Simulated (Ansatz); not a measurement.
Zn under changes of volume

One of the cells (15.330 Å³/atom); the others are scaled copies at fixed shape and fractional positions:

```
Zn
1.0
     2.67000    0.00000    0.00000
    -1.33500    2.31229    0.00000
     0.00000    0.00000    4.96600
Zn
2
Direct
  0.66667 0.33333 0.75000
  0.33333 0.66667 0.25000
```

```yaml
Program: Ansatz 0.2.0
Functional: PBEsol
Potentials_or_basis: all-electron LAPW, scalar-relativistic
Cutoff: 264 eV (chosen from the basis error)
Basis_error_allowed: 0.001 eV/atom
k_mesh: 11 × 11 × 6
Occupations: fermi-dirac, width 0.05 eV
Spin: no spin polarisation
```

| volume (Å³/atom) | energy over the lowest point (meV/atom) | pressure (GPa) |
| --- | --- | --- |
| 14.410 | 0.00 | -1.1 |
| 14.716 | 3.77 | -2.8 |
| 15.023 | 10.61 | -4.3 |
| 15.330 | ? | ? |
| 15.636 | 32.02 | -6.8 |
| 15.943 | 45.96 | -7.8 |
| 16.249 | 61.68 | -8.6 |

Task: What does the run at 15.330 Å³/atom give?

Result: Energy over the lowest point 20.14 meV/atom; pressure -5.6 GPa.

Worked out: A Birch-Murnaghan fit of order 3 (a polynomial in V^(-2/3)) to the other rows has its minimum at 14.23 Å³/atom, just outside them, with B0 = V·E''(V) = 91 GPa and B' = 5.1 at fixed shape and positions, which overstates the stiffness. It gives 20.15 meV/atom at 15.330 Å³/atom, against the run's 20.14, and -dE/dV = -5.6 GPa, against -5.6.

Energies are extrapolated to zero smearing.
